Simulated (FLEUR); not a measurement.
# CdS (Hawleyite) (F-43m) in FLEUR: notebook

One crystal, CdS (Hawleyite), is run at these levels: AM05; tasks: band structure, equation of state.

Program: FLEUR MaX-R8.1 (later development tree). These are calculated values, not measurements. Logs are shortened: lines on timing, memory, paths and dates and some standing lists are left out, and cuts for length are marked.

## (1) The structure

The structure is cubic, space group F-43m (No. 216). The conventional cell has a = 5.833 Å, b = 5.833 Å, c = 5.833 Å, α = 90.00°, β = 90.00°, γ = 90.00°. Cd (site symmetry -43m) is surrounded by 4 S at 2.53 Å. S (site symmetry -43m) is surrounded by 4 Cd at 2.53 Å.

## (2) Band structure, AM05

inp.xml reads:

```xml
<?xml version="1.0" encoding="UTF-8" standalone="no"?>
<fleurInput fleurInputVersion="0.39">
   <comment>
      CdS                                                                                                 
   </comment>
   <calculationSetup>
      <cutoffs Kmax="5.19" Gmax="16.1" GmaxXC="16.1" numbands="0"/>
      <scfLoop itmax="60" minDistance="0.00001" maxIterBroyd="15" imix="Anderson" alpha="0.05" precondParam="0.0" spinf="2.0" sdNocoIR="T"/>
      <coreElectrons ctail="T" frcor="F" kcrel="0" coretail_lmax="0"/>
      <xcFunctional name="LibXC" relativisticCorrections="F">
         <LibXCName exchange="gga_x_am05" correlation="gga_c_am05"/>
      </xcFunctional>
      <magnetism jspins="1"/>
      <soc l_soc="F" theta="0.0" phi="0.0" spav="F"/>
      <expertModes spex="0" secvar="F"/>
      <geometryOptimization l_f="F" forcealpha="1.0" forcemix="BFGS" epsdisp="0.00001" epsforce="0.00001"/>
      <ldaU l_linMix="F" mixParam="0.05" spinf="1.0"/>
   </calculationSetup>
   <cell>
      <bzIntegration valenceElectrons="26.0" mode="hist" fermiSmearingEnergy="0.00183747">
         <kPointListSelection listName="default-1"/>
         <!-- k-points included here -->
         <xi:include xmlns:xi="http://www.w3.org/2001/XInclude" href="kpts.xml"> </xi:include>
      </bzIntegration>
      <!-- symmetry operations included here -->
[... 32 lines left out ...]
         </electronConfig>
         <energyParameters s="3" p="3" d="3" f="4"/>
         <lo type="SCLO" l="0" n="3" eDeriv="2"/>
         <lo type="SCLO" l="1" n="3" eDeriv="2"/>
         <lo type="SCLO" l="2" n="3" eDeriv="2"/>
         <lo type="SCLO" l="3" n="4" eDeriv="2"/>
      </species>
   </atomSpecies>
   <atomGroups>
      <atomGroup species="Cadmium (Cd)">
         <relPos label="                   1">.0000000000 .0000000000 .0000000000</relPos>
         <force calculate="T" relaxXYZ="TTT"/>
      </atomGroup>
      <atomGroup species="Sulfur (S)">
         <relPos label="                   2">-1.000/4.000 -1.000/4.000 -1.000/4.000</relPos>
         <force calculate="T" relaxXYZ="TTT"/>
      </atomGroup>
   </atomGroups>
   <output dos="F" band="F" slice="F">
      <checks vchk="F" cdinf="F"/>
      <bandDOS minEnergy="-.5*Htr" maxEnergy="0.5*Htr" sigma="0.015" storeEVData="T"/>
      <vacuumDOS vacdos="F" integ="F" star="F" nstars="0" locx1="0.0" locy1="0.0" locx2="0.0" locy2="0.0" nstm="0" tworkf="0.0"/>
      <unfoldingBand unfoldBand="F" supercellX="1" supercellY="1" supercellZ="1"/>
      <plotting iplot="0" polar="F">
         <plot TwoD="T" vec1="  1.0  0.0  0.0" vec2="  0.0  1.0  0.0" vec3="  0.0  0.0  1.0" zero="  0.0  0.0  0.0" file="plot"/>
      </plotting>
      <chargeDensitySlicing numkpt="0" minEigenval="0.0" maxEigenval="0.0" nnne="0" pallst="F"/>
      <specialOutput eonly="F"/>
      <moessbauerParams electricFieldGradient="T" isomerShift="T" coreHyperfine="T" valenceHyperfine="T"/>
      <magneticCircularDichroism mcd="F" energyLo="-10.0" energyUp="0.0"/>
   </output>
  <!-- We include the file relax.xml here to enable relaxations (see documentation) -->
  <xi:include xmlns:xi="http://www.w3.org/2001/XInclude" href="relax.xml"> <xi:fallback/> </xi:include>
</fleurInput>
```

crystal.txt reads:

```
CdS
&input cartesian=F /
0.0000000000  2.9165000000  2.9165000000
2.9165000000  0.0000000000  2.9165000000
2.9165000000  2.9165000000  0.0000000000
1.8897261246
1.0 1.0 1.0

2
48 0.0000000000  0.0000000000  0.0000000000
16 0.7500000000  0.7500000000  0.7500000000

&kpt div1=8 div2=8 div3=8 gamma=T /
```

inp.xml (bands) reads:

```
<?xml version="1.0" encoding="UTF-8" standalone="no"?>
<fleurInput fleurInputVersion="0.39">
   <comment>
      CdS                                                                                                 
   </comment>
   <calculationSetup>
      <cutoffs Kmax="5.19" Gmax="16.1" GmaxXC="16.1" numbands="0"/>
      <scfLoop itmax="60" minDistance="0.00001" maxIterBroyd="15" imix="Anderson" alpha="0.05" precondParam="0.0" spinf="2.0" sdNocoIR="T"/>
      <coreElectrons ctail="T" frcor="F" kcrel="0" coretail_lmax="0"/>
      <xcFunctional name="LibXC" relativisticCorrections="F">
         <LibXCName exchange="gga_x_am05" correlation="gga_c_am05"/>
      </xcFunctional>
      <magnetism jspins="1"/>
      <soc l_soc="F" theta="0.0" phi="0.0" spav="F"/>
      <expertModes spex="0" secvar="F"/>
      <geometryOptimization l_f="F" forcealpha="1.0" forcemix="BFGS" epsdisp="0.00001" epsforce="0.00001"/>
      <ldaU l_linMix="F" mixParam="0.05" spinf="1.0"/>
   </calculationSetup>
   <cell>
      <bzIntegration valenceElectrons="26.0" mode="hist" fermiSmearingEnergy="0.00183747">
         <kPointListSelection listName="path-1"/>
         <!-- k-points included here -->
         <xi:include xmlns:xi="http://www.w3.org/2001/XInclude" href="kpts.xml"> </xi:include>
      </bzIntegration>
      <!-- symmetry operations included here -->
[... 32 lines left out ...]
         </electronConfig>
         <energyParameters s="3" p="3" d="3" f="4"/>
         <lo type="SCLO" l="0" n="3" eDeriv="2"/>
         <lo type="SCLO" l="1" n="3" eDeriv="2"/>
         <lo type="SCLO" l="2" n="3" eDeriv="2"/>
         <lo type="SCLO" l="3" n="4" eDeriv="2"/>
      </species>
   </atomSpecies>
   <atomGroups>
      <atomGroup species="Cadmium (Cd)">
         <relPos label="                   1">.0000000000 .0000000000 .0000000000</relPos>
         <force calculate="T" relaxXYZ="TTT"/>
      </atomGroup>
      <atomGroup species="Sulfur (S)">
         <relPos label="                   2">-1.000/4.000 -1.000/4.000 -1.000/4.000</relPos>
         <force calculate="T" relaxXYZ="TTT"/>
      </atomGroup>
   </atomGroups>
   <output dos="F" band="T" slice="F">
      <checks vchk="F" cdinf="F"/>
      <bandDOS minEnergy="-.5*Htr" maxEnergy="0.5*Htr" sigma="0.015" storeEVData="T"/>
      <vacuumDOS vacdos="F" integ="F" star="F" nstars="0" locx1="0.0" locy1="0.0" locx2="0.0" locy2="0.0" nstm="0" tworkf="0.0"/>
      <unfoldingBand unfoldBand="F" supercellX="1" supercellY="1" supercellZ="1"/>
      <plotting iplot="0" polar="F">
         <plot TwoD="T" vec1="  1.0  0.0  0.0" vec2="  0.0  1.0  0.0" vec3="  0.0  0.0  1.0" zero="  0.0  0.0  0.0" file="plot"/>
      </plotting>
      <chargeDensitySlicing numkpt="0" minEigenval="0.0" maxEigenval="0.0" nnne="0" pallst="F"/>
      <specialOutput eonly="F"/>
      <moessbauerParams electricFieldGradient="T" isomerShift="T" coreHyperfine="T" valenceHyperfine="T"/>
      <magneticCircularDichroism mcd="F" energyLo="-10.0" energyUp="0.0"/>
   </output>
  <!-- We include the file relax.xml here to enable relaxations (see documentation) -->
  <xi:include xmlns:xi="http://www.w3.org/2001/XInclude" href="relax.xml"> <xi:fallback/> </xi:include>
</fleurInput>
```

Potentials or basis: all-electron, FLAPW.

The run is started by

```console
$ inpgen -f crystal.txt -profile fastHighL
$ # inp.xml edited to the form shown
$ fleur_MPI
$ fleur_MPI   # second run, on inp.xml (bands)
```

The program printed:

```text
Welcome to FLEUR        (www.flapw.de)
      MaX-Release 8.1          (www.max-centre.eu)
 func_ids         135         120         135         120
The functional 'Armiento & Mattsson 05' is an exchange functional, it belongs to the 'GGA' family and is defined in the reference(s):
[1] R. Armiento and A. E. Mattsson.,  Phys. Rev. B 72, 085108 (2005)
[2] A. E. Mattsson, R. Armiento, J. Paier, G. Kresse, J. M. Wills, and T. R. Mattsson.,  J. Chem. Phys. 128, 084714 (2008)
The functional 'Armiento & Mattsson 05' is a correlation functional, it belongs to the 'GGA' family and is defined in the reference(s):
[1] R. Armiento and A. E. Mattsson.,  Phys. Rev. B 72, 085108 (2005)
[2] A. E. Mattsson, R. Armiento, J. Paier, G. Kresse, J. M. Wills, and T. R. Mattsson.,  J. Chem. Phys. 128, 084714 (2008)
 Using same functional for VXC and EXC

 ========== k-point set info ==========
 Selected k-point list: default-1
 k-point list type: mesh
 8 x 8 x 8
 Number of k points: 29

 ------------Calculation Setup---------------------------
 Number of MPI-tasks      :            1
 Number of PE/node        :            1
 Number of OMP-threads    :            1
 Most efficient MPI parallelization for:
           1          29
 Additional eigenvalue parallelization possible
 Number of basis functions:          887
 Approximate size of matrices (H+S) per k-point:         0.023 GB
 --------------------------------------------------------
 Iteration:     1   Distance:       7.67897892 me/bohr^3
 Iteration:     2   Distance:       6.91466483 me/bohr^3
 Iteration:     3   Distance:       3.82141592 me/bohr^3
 Iteration:     4   Distance:       2.37123250 me/bohr^3
 Iteration:     5   Distance:       1.17856663 me/bohr^3
 Iteration:     6   Distance:       0.44560768 me/bohr^3
 Iteration:     7   Distance:       0.27954509 me/bohr^3
 Iteration:     8   Distance:       0.08235409 me/bohr^3
 Iteration:     9   Distance:       0.04713124 me/bohr^3
 Iteration:    10   Distance:       0.03206868 me/bohr^3
 Iteration:    11   Distance:       0.00680972 me/bohr^3
 Iteration:    12   Distance:       0.00432860 me/bohr^3
 Iteration:    13   Distance:       0.00120563 me/bohr^3
 Iteration:    14   Distance:       0.00020994 me/bohr^3
 Iteration:    15   Distance:       0.00006970 me/bohr^3
 Iteration:    16   Distance:       0.00006566 me/bohr^3
 Iteration:    17   Distance:       0.00002914 me/bohr^3
 Iteration:    18   Distance:       0.00000685 me/bohr^3

 ********************************************************************
 Run finished successfully
 Stop message:
   all done
 ********************************************************************
```

Run time: 4.8 min. Hardware: 1 thread of Arm Neoverse V2, shared host; peak memory 0.09 GiB.

Results:

```
Free energy                                           : -162978.9795 eV
Band gap on the k mesh                                : 1.11 eV, direct
Band gap along the path                               : 1.11 eV, direct
Valence electrons inside the program's atomic spheres : Cd 18.54; S 3.51 (radii Cd 2.53, S 1.89 bohr)
```

Levels at the corners of the path, in eV from the valence-band top:
| point | band 9 | band 10 | band 11 | band 12 | band 13 | band 14 | band 15 | band 16 | band 17 | band 18 |
| --- | --- | --- | --- | --- | --- | --- | --- | --- | --- | --- |
| Γ | -7.26 | -7.26 | 0.00 | 0.00 | 0.00 | 1.11 | 6.49 | 6.49 | 6.49 | 11.24 |
| X | -7.18 | -6.81 | -3.98 | -1.88 | -1.88 | 3.51 | 4.29 | 9.13 | 10.75 | 10.75 |
| W | -7.26 | -6.62 | -3.93 | -2.27 | -2.19 | 5.38 | 5.38 | 7.23 | 7.94 | 11.07 |
| K | -7.22 | -6.67 | -3.96 | -2.54 | -1.53 | 4.19 | 5.39 | 8.40 | 9.00 | 9.55 |
| Γ | -7.26 | -7.26 | 0.00 | 0.00 | 0.00 | 1.11 | 6.49 | 6.49 | 6.49 | 11.24 |
| L | -7.23 | -6.87 | -4.42 | -0.75 | -0.75 | 2.97 | 6.98 | 6.98 | 7.38 | 10.90 |
| U | -7.22 | -6.67 | -3.96 | -2.54 | -1.53 | 4.19 | 5.39 | 8.40 | 9.00 | 9.55 |
| W | -7.26 | -6.62 | -3.93 | -2.27 | -2.19 | 5.38 | 5.38 | 7.23 | 7.94 | 11.07 |
| L | -7.23 | -6.87 | -4.42 | -0.75 | -0.75 | 2.97 | 6.98 | 6.98 | 7.38 | 10.90 |
| K | -7.22 | -6.67 | -3.96 | -2.54 | -1.53 | 4.19 | 5.39 | 8.40 | 9.00 | 9.55 |
| U | -7.22 | -6.67 | -3.96 | -2.54 | -1.53 | 4.19 | 5.39 | 8.40 | 9.00 | 9.55 |
| X | -7.18 | -6.81 | -3.98 | -1.88 | -1.88 | 3.51 | 4.29 | 9.13 | 10.75 | 10.75 |

Core levels (eV from the Fermi level):
```
atom                                                                                                                             levels
1 Cd  1s1/2 -26475.2, 2s1/2 -3926.5, 2p1/2 -3656.3, 2p3/2 -3464.1, 3s1/2 -727.7, 3p1/2 -619.4, 3p3/2 -585.0, 3d3/2 -393.0, 3d5/2 -386.0
 2 S                                                                            1s1/2 -2390.4, 2s1/2 -203.8, 2p1/2 -149.9, 2p3/2 -148.7
```

A hybrid or GW would open this gap; AM05 tends to underestimate it.

## (3) Equation of state, AM05, 23.32 Å³/atom (volume scaled by 0.94)

Changes to inp.xml since step 2:

```diff
@@ -6,3 +6,3 @@
    <calculationSetup>
-      <cutoffs Kmax="5.19" Gmax="16.1" GmaxXC="16.1" numbands="0"/>
+      <cutoffs Kmax="5.33" Gmax="16.5" GmaxXC="16.5" numbands="0"/>
       <scfLoop itmax="60" minDistance="0.00001" maxIterBroyd="15" imix="Anderson" alpha="0.05" precondParam="0.0" spinf="2.0" sdNocoIR="T"/>
@@ -26,3 +26,3 @@
       <xi:include xmlns:xi="http://www.w3.org/2001/XInclude" href="sym.xml"> </xi:include>
-      <bulkLattice scale="1.0">
+      <bulkLattice scale="0.9795861087">
          <bravaisMatrix>
@@ -36,3 +36,3 @@
       <species name="Cadmium (Cd)" element="Cd" atomicNumber="48">
-         <mtSphere radius="2.53" gridPoints="837" logIncrement="0.015"/>
+         <mtSphere radius="2.45" gridPoints="837" logIncrement="0.015"/>
          <atomicCutoffs lmax="10" lnonsphr="8"/>
@@ -50,3 +50,3 @@
       <species name="Sulfur (S)" element="S" atomicNumber="16">
-         <mtSphere radius="1.89" gridPoints="625" logIncrement="0.018"/>
+         <mtSphere radius="1.84" gridPoints="625" logIncrement="0.018"/>
          <atomicCutoffs lmax="8" lnonsphr="6"/>
```

Potentials or basis: all-electron, FLAPW.

The run is started by

```console
$ inpgen -f crystal.txt -profile fastHighL
$ # inp.xml edited to the form shown
$ fleur_MPI
```

Wall time 5.1 min (1 thread of Arm Neoverse V2, shared host); peak memory 0.09 GiB.

Results (log left out):

| Property | Result |
| --- | --- |
| Free energy | -162978.9387 eV |
| Band gap on the k mesh | 1.23 eV, direct |
| Valence electrons inside the program's atomic spheres | Cd 18.41; S 3.36 (radii Cd 2.45, S 1.84 bohr) |

## (4) Equation of state, AM05, 23.82 Å³/atom (volume scaled by 0.96)

Changes to inp.xml since step 3:

```diff
@@ -26,3 +26,3 @@
       <xi:include xmlns:xi="http://www.w3.org/2001/XInclude" href="sym.xml"> </xi:include>
-      <bulkLattice scale="0.9795861087">
+      <bulkLattice scale="0.9864848297">
          <bravaisMatrix>
```

The run is started by

```console
$ inpgen -f crystal.txt -profile fastHighL
$ # inp.xml edited to the form shown
$ fleur_MPI
```

Run time: 4.8 min. Hardware: 1 thread of Arm Neoverse V2, shared host; peak memory 0.09 GiB.

Results (log left out):

- Free energy: -162978.9614 eV
- Band gap on the k mesh: 1.19 eV, direct
- Valence electrons inside the program's atomic spheres: Cd 18.39; S 3.35 (radii Cd 2.45, S 1.84 bohr)

## (5) Equation of state, AM05, 24.81 Å³/atom

Changes to inp.xml since step 4:

```diff
@@ -26,3 +26,3 @@
       <xi:include xmlns:xi="http://www.w3.org/2001/XInclude" href="sym.xml"> </xi:include>
-      <bulkLattice scale="0.9864848297">
+      <bulkLattice scale="1.0000000000">
          <bravaisMatrix>
```

The run is started by

```console
$ inpgen -f crystal.txt -profile fastHighL
$ # inp.xml edited to the form shown
$ fleur_MPI
```

Wall time 5.6 min (1 thread of Arm Neoverse V2, shared host); peak memory 0.1 GiB.

The run converged. Its results:

| Quantity | Value |
| --- | --- |
| Free energy | -162978.9805 eV |
| Band gap on the k mesh | 1.10 eV, direct |
| Valence electrons inside the program's atomic spheres | Cd 18.35; S 3.33 (radii Cd 2.45, S 1.84 bohr) |

## (6) Equation of state, AM05, 25.80 Å³/atom (volume scaled by 1.04)

Changes to inp.xml since step 5:

```diff
@@ -26,3 +26,3 @@
       <xi:include xmlns:xi="http://www.w3.org/2001/XInclude" href="sym.xml"> </xi:include>
-      <bulkLattice scale="1.0000000000">
+      <bulkLattice scale="1.0131594038">
          <bravaisMatrix>
```

Potentials or basis: all-electron, FLAPW.

The run is started by

```console
$ inpgen -f crystal.txt -profile fastHighL
$ # inp.xml edited to the form shown
$ fleur_MPI
```

Wall time 6 min (1 thread of Arm Neoverse V2, shared host); peak memory 0.1 GiB.

Results (log left out):

| Property | Result |
| --- | --- |
| Free energy | -162978.9683 eV |
| Band gap on the k mesh | 0.98 eV, direct |
| Valence electrons inside the program's atomic spheres | Cd 18.32; S 3.31 (radii Cd 2.45, S 1.84 bohr) |

## (7) Equation of state, AM05, 26.30 Å³/atom (volume scaled by 1.06)

Changes to inp.xml since step 6:

```diff
@@ -26,3 +26,3 @@
       <xi:include xmlns:xi="http://www.w3.org/2001/XInclude" href="sym.xml"> </xi:include>
-      <bulkLattice scale="1.0131594038">
+      <bulkLattice scale="1.0196128224">
          <bravaisMatrix>
```

The run is started by

```console
$ inpgen -f crystal.txt -profile fastHighL
$ # inp.xml edited to the form shown
$ fleur_MPI
```

Run time: 6.5 min. Hardware: 1 thread of Arm Neoverse V2, shared host; peak memory 0.1 GiB.

The run converged. Its results:

```yaml
Free_energy: -162978.9536 eV
Band_gap_on_the_k_mesh: 0.95 eV, direct
Valence_electrons_inside_the_program's_atomic_spheres: Cd 18.30; S 3.31 (radii Cd 2.45, S 1.84 bohr)
```

## (8) Equation of state, AM05

Potentials or basis: all-electron, FLAPW.

This step only gathers the single runs of the series.

What came out:

```
Equilibrium volume                      : 24.88 Å³/atom
Bulk modulus                            : 60 GPa
Pressure derivative of the bulk modulus : 5.0 (rough: it moves with the points fitted)
```

Energy against volume, from the lowest point:
| volume (Å³/atom) | energy (meV/atom) |
| --- | --- |
| 23.319 | 20.92 |
| 23.815 | 9.54 |
| 24.808 | 0.00 |
| 25.800 | 6.12 |
| 26.296 | 13.48 |
